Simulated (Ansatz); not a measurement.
# Ti2COS MXene bilayer (AA) in a perpendicular field, part 3 of 3

What dipole does a perpendicular field induce in the Ti2COS MXene bilayer (AA)? A positive field points along +c.

Ansatz 0.2.0; plane-wave DFT, LDA, Ansatz PAW.

So far. Step 7 (Single point, field -0.3 V/Å): The dipole is -0.172 e·Å, -0.188 e·Å from its value without field. Step 8 (Response, atoms held): The induced dipole is that of a conductor 14.10 Å thick.

## (9) The same run with other settings

This step: plane-wave DFT, LDA, Ansatz PAW (Ansatz 0.2.0).

A run with a changed input: it repeats the earlier run at 0.1 V/Å with efield.dipole_correction from true to false and efield.amplitude from 0.1 to 0.05.

Input file input.yaml:

```yaml
crystal:
  lattice:
    - [3.0459973537, 0.0, 0.0]
    - [-1.5229986768, 2.6379110882, 0.0]
    - [0.0, 0.0, 30.565961996]
  atoms:
    - { symbol: S, position: [0.3333333333, 0.6666666667, 0.2944451741] }
    - { symbol: Ti, position: [0.6666666667, 0.3333333333, 0.3464093916] }
    - { symbol: C, position: [0.0, 0.0, 0.3844974866] }
    - { symbol: Ti, position: [0.3333333333, 0.6666666667, 0.427482188] }
    - { symbol: O, position: [0.6666666667, 0.3333333333, 0.4549911647] }
    - { symbol: S, position: [0.3333333333, 0.6666666667, 0.5446904857] }
    - { symbol: Ti, position: [0.6666666667, 0.3333333333, 0.5965302998] }
    - { symbol: C, position: [0.0, 0.0, 0.6347841603] }
    - { symbol: Ti, position: [0.3333333333, 0.6666666667, 0.6775024159] }
    - { symbol: O, position: [0.6666666667, 0.3333333333, 0.7055548259] }
kpoints:
  mp_grid: { grid: [18, 18, 1] }
  band_path:
    path: [[0, 0, 0], [0.5, 0, 0], [0.33333333, 0.33333333, 0], [0, 0, 0]]
    npoints: 16
hamiltonian:
  xc: lda
scf:
  occupations: { method: fermi_dirac, width: 0.05 }
  convergence: { dr2_threshold: 1.0e-10 }
efield:
  axis: 3
  dipole_correction: false
  ramp_position: 0.97
  ramp_width: 0.06
  amplitude: 0.05
output:
  write_potential: true
  write_density: true
  volumetric_format: npy
```

Started as:

```
$ ansatz run input.yaml --threads 4 --pin off --max-ram 6144MiB --backend cpu --events-out ev --progress --plain --runs-dir out
```

Numbers of over 12 decimals in the logs are rounded to 6 here.

What it wrote:

```text
[...]
Crystal: 10 atoms, lattice volume = 245.600 Å³
Basis set: ecut = 420 eV, 4747 PW (Γ)
Bands: 50, of which v1, the nominal top of the filled ones, is band 40 counted from 1 (39 counted from 0)
Symmetry: 6 space group operations
[...]
k-points: 37 of 324 (time reversal used)
[...]
SCF iter   1: F=—  HF=-13147.870979 eV  |F-HF|=—  |Δ(HF+E_count)|=         —  Δρ=1.02e-2  dr2=1.05e0  ethr=1.77e-3  p=0.053 e·Å  V_vac-E_F(+/−)=6.32/5.02 eV  ⟨swp⟩=6.9  Hψ=8261  notcnv=0  defer=6
[...]
SCF iter  12: F=-13147.790590 eV  HF=-13147.790590 eV  |F-HF|=8.00e-11  |Δ(HF+E_count)|=  5.09e-11  Δρ=8.41e-8  dr2=3.56e-11  ethr=1.00e-12  p=0.088 e·Å  V_vac-E_F(+/−)=6.56/5.33 eV  ⟨swp⟩=10.6  Hψ=5617  notcnv=0
SCF 1 converged in 12 iterations: F = -13147.790590 eV  dr2 = 3.56e-11
[...]
SCF converged after 12 iterations
Free energy (F): -13147.790590 eV
[...]
Internal energy: -13147.772420 eV  (E = F + TS)
E sigma→0 (E₀):  -13147.781505 eV
Entropy (-TS):   -0.018169 eV (-1.817 meV/atom)
Fermi energy:    2.629811 eV
Dipole field:    D = 0.064657 V/Å  (p = 0.087756 e·Å, saw-weighted)
Work function:   not extracted (applied field tilts the vacuum); planar V_es + V_field profile in the machine report
[...]
--- Band table (eV; the first three rows and the last of 37) ---
  k-point 0: bands = [... 36 lower, 3.1895, 3.1895, 3.1997, 3.1997, 3.6120, 3.6120, 3.6766, 3.6766, ... 6 higher]
  k-point 1: bands = [... 36 lower, 2.8203, 2.8619, 2.9433, 2.9744, 3.4611, 3.5010, 3.7853, 3.8360, ... 6 higher]
  k-point 2: bands = [... 36 lower, 2.1290, 2.2195, 2.6000, 2.6394, 3.2595, 3.3115, 3.9055, 3.9452, ... 6 higher]
  k-point 36: bands = [... 36 lower, -0.1402, 0.0772, 0.1778, 0.2618, 3.8267, 3.8554, 4.0095, 4.0893, ... 6 higher]
```

Elapsed: 15 s, on 4 threads of Intel Xeon Platinum 8488C (Sapphire Rapids), shared host; peak memory 0.93 GiB; 58 s of CPU time.

```
                     quantity  this run  earlier run  difference
dipole along the normal (e·Å)   0.08776      0.07858      0.0092
```

The applied field differs, and the slope found earlier predicts a dipole of 0.0473 e·Å; this run gives 0.0878 e·Å, 0.040 e·Å more.

With the dipole correction off, the periodic images add a field of their own to the typed one.

These numbers are not those of the isolated slab.

## (10) A changed input: efield.amplitude = 0.05

Another changed input: it repeats the earlier run at 0.1 V/Å with efield.amplitude from 0.1 to 0.05.

input.yaml: that of step 9 with these lines changed.

```diff
@@ -28,3 +28,3 @@
   axis: 3
-  dipole_correction: false
+  dipole_correction: true
   ramp_position: 0.97
```

What it wrote:

```text
[...]
Crystal: 10 atoms, lattice volume = 245.600 Å³
Basis set: ecut = 420 eV, 4747 PW (Γ)
Bands: 50, of which v1, the nominal top of the filled ones, is band 40 counted from 1 (39 counted from 0)
Symmetry: 6 space group operations
[...]
k-points: 37 of 324 (time reversal used)
[...]
SCF iter   1: F=—  HF=-13158.725453 eV  |F-HF|=—  |Δ(HF+E_count)|=         —  Δρ=1.16e-1  dr2=4.99e1  ethr=3.10e-3  p=0.033 e·Å  D=2.42e-2 V/Å  ΔV_dip=-0.74 eV  dr2_dipole=1.37e0  V_vac-E_F(+/−)=9.26/8.60 eV  ⟨swp⟩=6.9  Hψ=8360  notcnv=0  defer=4
[...]
SCF iter  16: F=-13147.789061 eV  HF=-13147.789061 eV  |F-HF|=7.64e-11  |Δ(HF+E_count)|=  1.82e-10  Δρ=8.99e-8  dr2=2.08e-11  ethr=1.00e-12  p=0.047 e·Å  D=3.48e-2 V/Å  ΔV_dip=-1.06 eV  dr2_dipole=8.74e-13  V_vac-E_F(+/−)=6.12/5.78 eV  ⟨swp⟩=14.8  Hψ=6941  notcnv=0
SCF 1 converged in 16 iterations: F = -13147.789061 eV  dr2 = 2.08e-11
[...]
SCF converged after 16 iterations
Free energy (F): -13147.789061 eV
[...]
Internal energy: -13147.770864 eV  (E = F + TS)
E sigma→0 (E₀):  -13147.779962 eV
Entropy (-TS):   -0.018198 eV (-1.820 meV/atom)
Fermi energy:    2.637853 eV
Dipole field:    D = 0.034831 V/Å  (p = 0.047276 e·Å, saw-weighted, corrected)
Work function:   not extracted (applied field tilts the vacuum); planar V_es + V_field profile in the machine report
[...]
--- Band table (eV; the first three rows and the last of 37) ---
  k-point 0: bands = [... 36 lower, 3.1974, 3.1974, 3.2070, 3.2070, 3.6188, 3.6188, 3.6881, 3.6881, ... 6 higher]
  k-point 1: bands = [... 36 lower, 2.8274, 2.8719, 2.9504, 2.9841, 3.4674, 3.5106, 3.7919, 3.8460, ... 6 higher]
  k-point 2: bands = [... 36 lower, 2.1377, 2.2309, 2.6073, 2.6501, 3.2666, 3.3199, 3.9126, 3.9538, ... 6 higher]
  k-point 36: bands = [... 36 lower, -0.1345, 0.0847, 0.1861, 0.2786, 3.8367, 3.8609, 4.0164, 4.0945, ... 6 higher]
```

It took 18 s on 4 threads; peak memory 0.91 GiB.

This step gave:

* energy at zero smearing: -13147.7800 eV
* dipole along the normal: 0.04728 e·Å

Electronic bands along the path, in eV, zero at the Fermi level:

| point | band 37 | band 38 | band 39 | band 40 | band 41 | band 42 | band 43 | band 44 |
| --- | --- | --- | --- | --- | --- | --- | --- | --- |
| Γ | 0.56 | 0.56 | 0.57 | 0.57 | 0.98 | 0.98 | 1.05 | 1.05 |
| halfway | -1.33 | -1.26 | -0.57 | -0.52 | 0.09 | 0.23 | 1.45 | 1.47 |
| M | -1.83 | -1.71 | -0.66 | -0.61 | -0.18 | -0.06 | 1.56 | 1.64 |
| halfway | -2.37 | -2.27 | -1.99 | -1.87 | 0.71 | 0.81 | 1.62 | 1.67 |
| K | -2.77 | -2.55 | -2.45 | -2.36 | 1.20 | 1.22 | 1.38 | 1.46 |
| halfway | -1.70 | -1.70 | -1.30 | -1.20 | 0.71 | 0.80 | 1.11 | 1.20 |
| Γ | 0.56 | 0.56 | 0.57 | 0.57 | 0.98 | 0.98 | 1.05 | 1.05 |

```csv
quantity,this run,earlier run,difference
dipole along the normal (e·Å),0.04728,0.07858,-0.031
```

The applied field differs, and the slope found earlier predicts a dipole of 0.0473 e·Å; this run gives 0.0473 e·Å, in line with it.

## (11) Results

```
gap without field                          : none
work function, upper face                  : 5.78 eV
step between the vacuum levels             : -0.360 eV
equivalent conductor thickness, atoms held : 14.1 Å
```

In words: The induced dipole equals that of a perfect conductor 14.10 Å thick, while the outer atoms lie 12.57 Å apart. The two faces differ: the vacuum level above lies 0.36 eV lower than the one below. There is no gap over 0.03 eV, with or without the field. The first relaxation ran with spin and lost its moment, and the later runs have none; other magnetic states were not tried. The MXene's terminations sit over the metal atoms of its far layer; the site over carbon or nitrogen, which some compounds prefer, was not run.

[Logs are printed without paths, hosts, clocks, repeated set-up lines and the standing remarks that a program may print on its own settings, such as how far it seeks lower states.]

[Hosts, paths, dates, database ids (printed as entryN), source tags and the programs' standing remarks are cut or masked in the printed files.]

[Maps of the electrostatic potential energy from Ansatz leave out the sawtooth potential of an applied field or a dipole correction, so their vacuum need not be flat; planar profiles and work functions include it.]
